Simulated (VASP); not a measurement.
# CuI (P4/nmm) in VASP: further runs

One crystal, CuI, is run at these levels: PBEsol, r2SCAN, TB-mBJ; tasks: band structure.

Program: VASP 6.6.1. These are calculated values, not measurements. Logs are shortened: lines on timing, memory, paths and dates and some standing lists are left out, and cuts for length are marked.

### Step 1. The structure

It takes space group P4/nmm (No. 129, tetragonal). Conventional cell: a = 4.090 Å, b = 4.090 Å, c = 6.551 Å, α = 90.00°, β = 90.00°, γ = 90.00°. Around I (site symmetry 4mm) lie 4 Cu at 2.65 Å. Cu (site symmetry -4m2) has 4 I at 2.65 Å and 4 Cu at 2.89 Å as nearest neighbours.

Measurements of this composition are mostly on another form, of space group No. 216.

### Step 2. Band structure, PBEsol

File POSCAR:

```
CuI
1.0
    4.0901961900      0.0000000000      0.0000000000
    0.0000000000      4.0901961900      0.0000000000
    0.0000000000      0.0000000000      6.5514580400
I Cu
2 2
Direct
    0.0000000000      0.5000000000      0.7430343600
    0.5000000000      0.0000000000      0.2569656400
    0.0000000000      0.0000000000      0.0000000000
    0.5000000000      0.5000000000      0.0000000000
```

File INCAR.step1:

```
PREC     = Accurate       # precision mode
ENCUT    = 520            # plane-wave cutoff, eV
EDIFF    = 1E-6           # SCF threshold, eV
ISMEAR   = 0              # smearing method
SIGMA    = 0.02           # smearing width, eV
LREAL    = F              # projectors in reciprocal space
LASPH    = T              # aspherical terms in the spheres
NELM     = 100            # most SCF steps
ALGO     = Normal         # electronic algorithm
ISIF     = 2              # what is computed and relaxed
LWAVE    = F              # write WAVECAR
LCHARG   = T              # write CHGCAR
LMAXMIX  = 4              # l up to which the mixer works
GGA      = PS             # functional
```

File KPOINTS.step1:

```
Automatic mesh
0
Gamma
  8 8 4
```

File INCAR.step2:

```
PREC     = Accurate       # precision mode
ENCUT    = 520            # plane-wave cutoff, eV
EDIFF    = 1E-6           # SCF threshold, eV
ISMEAR   = 0              # smearing method
SIGMA    = 0.05           # smearing width, eV
LREAL    = F              # projectors in reciprocal space
LASPH    = T              # aspherical terms in the spheres
NELM     = 100            # most SCF steps
ALGO     = Normal         # electronic algorithm
ISIF     = 2              # what is computed and relaxed
LWAVE    = F              # write WAVECAR
LCHARG   = F              # write CHGCAR
LMAXMIX  = 4              # l up to which the mixer works
GGA      = PS             # functional
ICHARG   = 11             # starting density
```

File KPOINTS.step2:

```
path GXMGZRAZ,XR,MA
10
line-mode
reciprocal
 0.0000000000  0.0000000000  0.0000000000  G
 0.0000000000  0.5000000000  0.0000000000  X

 0.0000000000  0.5000000000  0.0000000000  X
 0.5000000000  0.5000000000  0.0000000000  M

 0.5000000000  0.5000000000  0.0000000000  M
 0.0000000000  0.0000000000  0.0000000000  G

 0.0000000000  0.0000000000  0.0000000000  G
 0.0000000000  0.0000000000  0.5000000000  Z

 0.0000000000  0.0000000000  0.5000000000  Z
 0.0000000000  0.5000000000  0.5000000000  R

 0.0000000000  0.5000000000  0.5000000000  R
 0.5000000000  0.5000000000  0.5000000000  A

 0.5000000000  0.5000000000  0.5000000000  A
 0.0000000000  0.0000000000  0.5000000000  Z

 0.0000000000  0.5000000000  0.0000000000  X
 0.0000000000  0.5000000000  0.5000000000  R

 0.5000000000  0.5000000000  0.0000000000  M
 0.5000000000  0.5000000000  0.5000000000  A
```

Potentials or basis: VASP PAW PBE potentials, release 64 (I, Cu).

On the command line:

```bash
cat potpaw_PBE.64/I/POTCAR potpaw_PBE.64/Cu/POTCAR > POTCAR
cp INCAR.step1 INCAR
cp KPOINTS.step1 KPOINTS
mpirun -np 1 vasp_std > vasp.out
cp INCAR.step2 INCAR
cp KPOINTS.step2 KPOINTS
mpirun -np 1 vasp_std > vasp.out
```

OUTCAR:

```text
PREC = Accurate
   ENCUT = 520
   EDIFF = 1E-6
   ISMEAR = 0
   LREAL = F
   LASPH = T
   NELM = 100
   ISIF = 2
   GGA = PS
   ICHARG = 11

 ion  position               nearest neighbor table
   1  0.000  0.500  0.743-   3 2.65   4 2.65   3 2.65   4 2.65
   2  0.500  0.000  0.257-   3 2.65   4 2.65   4 2.65   3 2.65
   3  0.000  0.000  0.000-   1 2.65   2 2.65   1 2.65   2 2.65
   4  0.500  0.500  0.000-   1 2.65   2 2.65   2 2.65   1 2.65

  LATTYP: Found a simple tetragonal cell.
 ALAT       =     4.0901961900
 C/A-ratio  =     1.6017466487

  Lattice vectors:

 A1 = (   4.0901961900,   0.0000000000,   0.0000000000)
 A2 = (   0.0000000000,   4.0901961900,   0.0000000000)
 A3 = (   0.0000000000,   0.0000000000,   6.5514580400)

Analysis of symmetry for initial positions (statically):
=====================================================================
 Subroutine PRICEL returns:
 Original cell was already a primitive cell.

 Routine SETGRP: Setting up the symmetry group for a
 simple tetragonal supercell.

 Subroutine GETGRP returns: Found 16 space group operations
 (whereof  8 operations were pure point group operations)
 out of a pool of 16 trial point group operations.

The static configuration has the point symmetry D_2d.
 The point group associated with its full space group is D_4h.

Analysis of symmetry for dynamics (positions and initial velocities):
=====================================================================
 Subroutine PRICEL returns:
 Original cell was already a primitive cell.

 Routine SETGRP: Setting up the symmetry group for a
 simple tetragonal supercell.

 Subroutine GETGRP returns: Found 16 space group operations
 (whereof  8 operations were pure point group operations)
 out of a pool of 16 trial point group operations.

The dynamic configuration has the point symmetry D_2d.
 The point group associated with its full space group is D_4h.

 Subroutine INISYM returns: Found 16 space group operations
 (whereof  8 operations are pure point group operations),
 and found     1 'primitive' translations

----------------------------------------------------------------------------------------

                                     Primitive cell

  volume of cell :     109.6040
[... 82 lines left out ...]
   LSORBIT =      F    spin-orbit coupling
   LASPH  =      T    aspherical Exc in radial PAW
   ENCUT  =  520.0 eV  38.22 Ry    6.18 a.u.   7.61  7.61 12.18*2*pi/ulx,y,z
   NELM   =    100;   NELMIN=  2; NELMDL=  0     # of ELM steps
   EDIFF  = 0.1E-05   stopping-criterion for ELM
   LREAL  =      F    real-space projection
   EDIFFG = 0.1E-04   stopping-criterion for IOM
   NSW    =      0    number of steps for IOM
   IBRION =     -1    ionic relax: 0-MD 1-quasi-New 2-CG
   NFREE  =      0    steps in history (QN), initial steepest desc. (CG)
   ISIF   =      2    stress and relaxation
   ISYM   =      2    0-nonsym 1-usesym 2-fastsym
   POTIM  = 0.5000    time-step for ionic-motion
   TEBEG  =    0.0;   TEEND  =   0.0 temperature during run
   PSTRESS=    0.0 pullay stress
   NELECT =      36.0000    total number of electrons
   NUPDOWN=      -1.0000    fix difference up-down
   EMIN   =  10.00;   EMAX   =-10.00  energy-range for DOS
   EFERMI =   0.00;   METHOD = LEGACY
   ISMEAR =     0;   SIGMA  =   0.05  broadening in eV -4-tet -1-fermi 0-gaus
   EFERMI_NEDOS =   21; number of points for ismear=-14 and -15
   IALGO  =     38    algorithm
   IMIX   =      4    mixing-type and parameters
     AMIX     =   0.40;   BMIX     =  1.00
     AMIX_MAG =   1.60;   BMIX_MAG =  1.00
  volume/ion in A,a.u.               =      27.40       184.91
  Fermi-wavevector in a.u.,A,eV,Ry     =   1.129536  2.134514 17.359028  1.275853
  Thomas-Fermi vector in A             =   2.266230
   LORBIT       =      0    0 simple, 1 ext, 2 COOP (PROOUT), +10 PAW based schemes
   GGA     = PS    functional components
   LHFCALC =     F    Hartree Fock is set to
   AEXX    =    0.0000 exact exchange contribution
   IVDW    =     0    specifies the selected vdW correction
   LEPSILON=     F    determine dielectric tensor
   LRPA    =     F    only Hartree local field effects (RPA)
 non-spin polarized calculation
 Gauss-broadening in eV      SIGMA  =   0.05
  energy-cutoff  :      520.00
  volume of cell :      109.60
 maximum number of plane-waves:      2975

 number of electron      35.9999971 magnetization

 Free energy of the ion-electron system (eV)
  ---------------------------------------------------
  ext. energy  EPLUGINS =         0.00000000
  ---------------------------------------------------
  free energy    TOTEN  =       -12.19165062 eV

  energy without entropy =      -12.19165062  energy(sigma->0) =      -12.19165062

 E-fermi :   4.5466     XC(G=0):  -9.1621

 val. band max:        4.2885920726   @ k =   0.0000   0.0000   0.0000
 cond. band min:       5.7901399126   @ k =   0.0000   0.0000   0.0000
 fundamental gap:      1.5015478400
 Fermi energy:         4.5466076468

 k-point     1 :       0.0000    0.0000    0.0000
  band No.  band energies     occupation
      1      -9.6424      2.00000
      2      -8.9551      2.00000
      3      -1.5193      2.00000
      4       0.5112      2.00000
      5       0.7119      2.00000
      6       0.7119      2.00000
[... 589 lines left out ...]
     21       8.0234      0.00000
     22       8.0236      0.00000

 [... further k-points ...]

------------------------ aborting loop because EDIFF is reached ----------------------------------------

  FORCE on cell =-STRESS in cart. coord.  units (eV):
  Direction    XX          YY          ZZ          XY          YZ          ZX
  --------------------------------------------------------------------------------------
  -------------------------------------------------------------------------------------
  Total       -3.8317142     -3.8317142     -5.5746035      0.0000000     -0.0000000      0.0000000
  in kB      -56.0115319    -56.0115319    -81.4888746      0.0000000     -0.0000000      0.0000000
  external PRESSURE =     -64.5039795 kB  Pullay stress =       0.0000000 kB

 VOLUME and BASIS-vectors are now :
 -----------------------------------------------------------------------------
  energy-cutoff  :      520.00
  volume of cell :      109.60
      direct lattice vectors                 reciprocal lattice vectors
     4.090196190  0.000000000  0.000000000     0.244487050  0.000000000  0.000000000
     0.000000000  4.090196190  0.000000000     0.000000000  0.244487050  0.000000000
     0.000000000  0.000000000  6.551458040     0.000000000  0.000000000  0.152637778

 POSITION                                       TOTAL-FORCE (eV/Angst)
 -----------------------------------------------------------------------------------
      0.00000      2.04510      4.86796         0.000000     -0.000000      0.243147
      2.04510      0.00000      1.68350         0.000000     -0.000000     -0.243147
      0.00000      0.00000      0.00000         0.000000     -0.000000      0.000000
      2.04510      2.04510      0.00000         0.000000      0.000000      0.000000
 -----------------------------------------------------------------------------------
    total drift:                               -0.000000      0.000000      0.000000

  FREE ENERGIE OF THE ION-ELECTRON SYSTEM (eV)
  ---------------------------------------------------
  free  energy   TOTEN  =       -12.1916506191 eV

  energy  without entropy=      -12.1916506191  energy(sigma->0) =      -12.19165062
```

Run time: 97 s. Hardware: 1 thread of Intel Xeon 6975P-C (Granite Rapids), shared host; peak memory 0.33 GiB.

Results:

* Band gap on the k mesh: 1.50 eV, direct
* Band gap along the path: 1.50 eV, direct

Levels at the corners of the path, in eV from the valence-band top:
```csv
point,band 15,band 16,band 17,band 18,band 19,band 20,band 21,band 22
Γ,-1.16,-0.79,0.00,0.00,1.50,3.00,3.27,4.94
X,-1.10,-1.10,-0.47,-0.47,3.57,3.57,4.90,4.90
X,-1.10,-1.10,-0.47,-0.47,3.57,3.57,4.90,4.90
M,-1.68,-1.68,-1.08,-1.08,2.62,2.62,2.77,2.77
M,-1.68,-1.68,-1.08,-1.08,2.62,2.62,2.77,2.77
Γ,-1.16,-0.79,0.00,0.00,1.50,3.00,3.27,4.94
Γ,-1.16,-0.79,0.00,0.00,1.50,3.00,3.27,4.94
Z,-1.30,-1.16,-0.28,-0.28,3.19,3.19,3.39,4.35
Z,-1.30,-1.16,-0.28,-0.28,3.19,3.19,3.39,4.35
R,-0.74,-0.74,-0.44,-0.44,2.23,2.23,5.08,5.08
R,-0.74,-0.74,-0.44,-0.44,2.23,2.23,5.08,5.08
A,-1.68,-1.68,-1.00,-1.00,3.99,3.99,4.05,4.05
A,-1.68,-1.68,-1.00,-1.00,3.99,3.99,4.05,4.05
Z,-1.30,-1.16,-0.28,-0.28,3.19,3.19,3.39,4.35
X,-1.10,-1.10,-0.47,-0.47,3.57,3.57,4.90,4.90
R,-0.74,-0.74,-0.44,-0.44,2.23,2.23,5.08,5.08
M,-1.68,-1.68,-1.08,-1.08,2.62,2.62,2.77,2.77
A,-1.68,-1.68,-1.00,-1.00,3.99,3.99,4.05,4.05
```

Caveat: the log is that of the step along the path at fixed density, whose energy, stress, charges and moments have no meaning; the PAW data sets were made with another functional, which shifts forces and pressure a little; spin-orbit coupling is left out, which moves the levels of the heavy elements; this functional lacks dispersion, which binds the layers, so the pressure and a relaxed spacing across them are unreliable. A hybrid or GW would open this gap; PBEsol tends to underestimate it.

(Continued in part 2 of 2.)
